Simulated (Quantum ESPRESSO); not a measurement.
## AlN in Quantum ESPRESSO: the effect of exact exchange

The system is AlN.

```
CELL_PARAMETERS angstrom
0.00000 2.18399 2.18399
2.18399 0.00000 2.18399
2.18399 2.18399 0.00000
ATOMIC_POSITIONS crystal
Al 0.00000 0.00000 0.00000
N 0.25000 0.25000 0.25000
```

Measurements of this composition are mostly on another form, of space group No. 186.

Alike in all runs:

| Property | Result |
| --- | --- |
| Program | Quantum ESPRESSO 7.5 |
| Task | single point |
| Functional | r2SCAN-X |
| Potentials or basis | SG15 PBE 1.2 |
| Cutoff | 1197 eV |
| Density cutoff | 4789 eV |
| k mesh | 4 × 4 × 4 |
| Occupations | fixed |
| Spin | no spin polarisation |

Task: One run gave: gap on the mesh 7.48 eV. Which exact exchange did it use?
A. 0.1
B. 0.35
C. 0.25
D. 0.5
E. 0.15

Result: D.

| exact exchange | gap on the mesh (eV) |
| --- | --- |
| 0.05 | 4.24 |
| 0.1 | 4.59 |
| 0.15 | 4.95 |
| 0.25 | 5.66 |
| 0.35 | 6.39 |
| 0.5 | 7.48 |

Caveats: all runs use coarse meshes.

A k mesh can miss the band edges.

Runs at the PBE level aren't shown here.
